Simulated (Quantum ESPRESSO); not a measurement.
# GaP (I-4m2) in Quantum ESPRESSO: single point with PBEsol

Aim: the single point of GaP with PBEsol.

Program: Quantum ESPRESSO 7.5. These are calculated values, not measurements. Logs are shortened: lines on timing, memory, paths and dates and some standing lists are left out, and cuts for length are marked.

## 1. The crystal as given

The structure is tetragonal, space group I-4m2 (No. 119). Conventional cell: a = 4.001 Å, b = 4.001 Å, c = 5.156 Å, α = 90.00°, β = 90.00°, γ = 90.00°. Ga (site symmetry -4m2) has 4 P at 2.38 Å as nearest neighbours. P (site symmetry -4m2) has 4 Ga at 2.38 Å as nearest neighbours.

Measurements of this composition are mostly on another form, of space group No. 216.

## 2. Single point, PBEsol

pw.in reads:

```
&CONTROL
  calculation = 'scf'
  prefix = 'pwscf'
  outdir = './tmp'
  pseudo_dir = './pseudo'
  tprnfor = .true.
  tstress = .true.
  disk_io = 'nowf'
/
&SYSTEM
  ibrav = 0
  nat = 2
  ntyp = 2
  ecutwfc = 80
  nbnd = 15
  occupations = 'smearing'
  smearing = 'gaussian'
  degauss = 0.00073499
/
&ELECTRONS
  conv_thr = 4d-10
  electron_maxstep = 120
  mixing_beta = 0.5
/
ATOMIC_SPECIES
Ga    69.7230 Ga.upf
P     30.9738 P.upf
CELL_PARAMETERS angstrom
   0.0000000000    2.8293000000    2.5780850000
   2.8293000000    0.0000000000    2.5780850000
   2.8293000000    2.8293000000    0.0000000000
ATOMIC_POSITIONS crystal
Ga     0.0000000000    0.0000000000    0.0000000000
P      0.2500000000    0.2500000000    0.2500000000
K_POINTS automatic
8 8 8 0 0 0
```

Potentials or basis: PseudoDojo 0.4.1 SR PBEsol standard.

The run is started by

```sh
$ OMP_NUM_THREADS=1 pw.x -in pw.in > pw.out
```

pw.out:

```text
This program is part of the open-source Quantum ESPRESSO suite
     for quantum simulation of materials; please cite
[... 9 lines left out ...]
     --------------------
     sticks:   dense  smooth     PW     G-vecs:    dense   smooth      PW
     Sum        1191    1191    349                26991    26991    4275

     Using Slab Decomposition

     bravais-lattice index     =            0
     lattice parameter (alat)  =       7.2333  a.u.
     unit-cell volume          =     278.5363 (a.u.)^3
     number of atoms/cell      =            2
     number of atomic types    =            2
     number of electrons       =        18.00
     number of Kohn-Sham states=           15
     kinetic-energy cutoff     =      80.0000  Ry
     charge density cutoff     =     320.0000  Ry
     scf convergence threshold =      4.0E-10
     mixing beta               =       0.5000
     number of iterations used =            8  plain     mixing
     Exchange-correlation= PBESOL
                           (   1   4  10   8   0   0   0)

     celldm(1)=   7.233348  celldm(2)=   0.000000  celldm(3)=   0.000000
     celldm(4)=   0.000000  celldm(5)=   0.000000  celldm(6)=   0.000000

     crystal axes: (cart. coord. in units of alat)
               a(1) = (   0.000000   0.739160   0.673530 )
               a(2) = (   0.739160   0.000000   0.673530 )
               a(3) = (   0.739160   0.739160   0.000000 )

     reciprocal axes: (cart. coord. in units 2 pi/alat)
               b(1) = ( -0.676443  0.676443  0.742358 )
               b(2) = (  0.676443 -0.676443  0.742358 )
               b(3) = (  0.676443  0.676443 -0.742358 )

     PseudoPot. # 1 for Ga read from file:
     Ga.upf
     Pseudo is Norm-conserving + core correction, Zval = 13.0
     Generated using ONCVPSP code by D. R. Hamann
     Using radial grid of 1902 points,  6 beta functions with:
                l(1) =   0
                l(2) =   0
                l(3) =   1
                l(4) =   1
                l(5) =   2
                l(6) =   2

     PseudoPot. # 2 for P  read from file:
     P.upf
     Pseudo is Norm-conserving + core correction, Zval =  5.0
     Generated using ONCVPSP code by D. R. Hamann
     Using radial grid of 1298 points,  6 beta functions with:
                l(1) =   0
                l(2) =   0
                l(3) =   1
                l(4) =   1
                l(5) =   2
                l(6) =   2

     atomic species   valence    mass     pseudopotential
     Ga               13.00    69.72300     Ga( 1.00)
     P                 5.00    30.97380     P ( 1.00)

      8 Sym. Ops. (no inversion) found

   Cartesian axes

     site n.     atom                  positions (alat units)
         1        Ga     tau(   1) = (   0.0000000   0.0000000   0.0000000  )
         2        P      tau(   2) = (   0.3695801   0.3695801   0.3367649  )

     number of k points=    59  Gaussian smearing, width (Ry)=  0.0007
                       cart. coord. in units 2pi/alat
        k(    1) = (   0.0000000   0.0000000   0.0000000), wk =   0.0039062
        k(    2) = (   0.0845554   0.0845554  -0.0927947), wk =   0.0312500
        k(    3) = (   0.1691109   0.1691109  -0.1855894), wk =   0.0312500
        k(    4) = (   0.2536663   0.2536663  -0.2783841), wk =   0.0312500
        k(    5) = (  -0.3382217  -0.3382217   0.3711789), wk =   0.0156250
        k(    6) = (   0.1691109   0.0000000   0.0000000), wk =   0.0156250
[... 51 lines left out ...]
        k(   58) = (  -0.6764434   0.5073326   0.0000000), wk =   0.0156250
        k(   59) = (   0.0000000   0.0000000  -0.7423577), wk =   0.0039062

     Dense  grid:    26991 G-vectors     FFT dimensions: (  45,  45,  45)

     Initial potential from superposition of free atoms

     starting charge      17.9974, renormalised to      18.0000
     Starting wfcs are   13 randomized atomic wfcs +    2 random wfcs

     Self-consistent Calculation

     iteration #  1     ecut=    80.00 Ry     beta= 0.50
     Davidson diagonalization with overlap
     ethr =  1.00E-02,  avg # of iterations =  4.8

     Threshold (ethr) on eigenvalues was too large:
     Diagonalizing with lowered threshold

     Davidson diagonalization with overlap
     ethr =  3.73E-04,  avg # of iterations =  2.6

     total energy              =    -166.58982156 Ry
     estimated scf accuracy    <       0.06701548 Ry

     iteration #  2     ecut=    80.00 Ry     beta= 0.50
     Davidson diagonalization with overlap
     ethr =  3.72E-04,  avg # of iterations =  2.0

     total energy              =    -166.60018031 Ry
     estimated scf accuracy    <       0.00602779 Ry

     iteration #  3     ecut=    80.00 Ry     beta= 0.50
     Davidson diagonalization with overlap
     ethr =  3.35E-05,  avg # of iterations =  4.7

     total energy              =    -166.60034075 Ry
     estimated scf accuracy    <       0.00108895 Ry
[... 26 lines left out ...]
     total energy              =    -166.60038497 Ry
     estimated scf accuracy    <          8.2E-09 Ry

     iteration #  8     ecut=    80.00 Ry     beta= 0.50
     Davidson diagonalization with overlap
     ethr =  4.57E-11,  avg # of iterations =  2.0

     total energy              =    -166.60038497 Ry
     estimated scf accuracy    <          8.4E-09 Ry

     iteration #  9     ecut=    80.00 Ry     beta= 0.50
     Davidson diagonalization with overlap
     ethr =  4.57E-11,  avg # of iterations =  2.0

     End of self-consistent calculation

          k = 0.0000 0.0000 0.0000 (  3389 PWs)   bands (ev):

    -7.2843  -7.2843  -7.2695  -7.1910  -7.1896  -5.0886   7.1205   7.1205
     7.5648   8.7916  11.0272  11.2241  11.2241  15.7491  16.1465

          k = 0.0846 0.0846-0.0928 (  3379 PWs)   bands (ev):

    -7.2929  -7.2799  -7.2690  -7.1915  -7.1887  -4.8905   5.6047   6.8587
     7.2453   9.5082  11.2595  11.5293  11.8124  15.7313  16.3806

          k = 0.1691 0.1691-0.1856 (  3369 PWs)   bands (ev):

    -7.3189  -7.2708  -7.2612  -7.1920  -7.1848  -4.3281   3.4084   6.3620
     6.8874   9.1976  11.8271  12.0280  13.5028  15.9801  16.0395

          k = 0.2537 0.2537-0.2784 (  3362 PWs)   bands (ev):

    -7.3438  -7.2644  -7.2539  -7.1911  -7.1779  -3.5432   1.5536   5.9733
     6.6179   8.7922  11.6977  12.4067  15.1360  16.4534  17.5466
[... 263 lines left out ...]
    -7.3853  -7.2298  -7.2243  -7.2223  -7.1648  -2.1836   1.2359   3.9619
     4.4137   8.5973   9.5204  15.9733  16.1571  18.4308  19.0450

          k =-0.6764 0.5073 0.0000 (  3376 PWs)   bands (ev):

    -7.3843  -7.2310  -7.2277  -7.2162  -7.1665  -1.9528   0.9753   3.9066
     4.0037   9.4360   9.4672  15.6409  15.6752  18.6922  19.0335

          k = 0.0000 0.0000-0.7424 (  3370 PWs)   bands (ev):

    -7.3938  -7.2317  -7.2191  -7.2191  -7.1617  -1.9297   0.9782   4.2374
     4.2374   8.4399   8.4633  17.5891  17.5891  18.6101  19.9694

     the Fermi energy is     8.0105 ev

!    total energy              =    -166.60038497 Ry
     estimated scf accuracy    <          2.6E-11 Ry
     smearing contrib. (-TS)   =      -0.00000000 Ry
     internal energy E=F+TS    =    -166.60038497 Ry

     The total energy is F=E-TS. E is the sum of the following terms:
     one-electron contribution =     -77.60172568 Ry
     hartree contribution      =      52.44203088 Ry
     xc contribution           =     -45.49888068 Ry
     ewald contribution        =     -95.94180950 Ry

     convergence has been achieved in   9 iterations

     Forces acting on atoms (cartesian axes, Ry/au):

     atom    1 type  1   force =     0.00000000    0.00000000   -0.00000000
     atom    2 type  2   force =     0.00000000    0.00000000    0.00000000

     Total force =     0.000000     Total SCF correction =     0.000000

     Computing stress (Cartesian axis) and pressure

          total   stress  (Ry/bohr**3)                   (kbar)     P=      -22.40
  -0.00028299   0.00000000  -0.00000000          -41.63        0.00       -0.00
   0.00000000  -0.00028299  -0.00000000            0.00      -41.63       -0.00
  -0.00000000   0.00000000   0.00010913           -0.00        0.00       16.05

=------------------------------------------------------------------------------=
   JOB DONE.
=------------------------------------------------------------------------------=
```

It took 88 s on 1 thread of AMD EPYC, shared host; peak memory 0.1 GiB.

Results:

```
Free energy            : -2266.7137 eV
Pressure               : -2.2 GPa
Band gap on the k mesh : 0.71 eV, indirect (least direct gap 1.23 eV)
```

Levels at points of the mesh, in eV from the valence-band top:
```csv
k point,band 6,band 7,band 8,band 9,band 10,band 11,band 12,band 13
"(0.00, 0.00, 0.00)",-12.65,-0.44,-0.44,0.00,1.23,3.46,3.66,3.66
"(0.00, 0.00, -0.50)",-10.63,-6.86,-1.73,-1.04,1.08,4.02,4.89,7.86
"(0.00, -0.50, -0.50)",-9.88,-7.19,-2.72,-2.66,1.49,1.76,9.62,9.67
"(-0.50, -0.50, 0.00)",-9.49,-6.59,-3.33,-3.33,0.88,0.90,10.02,10.02
```
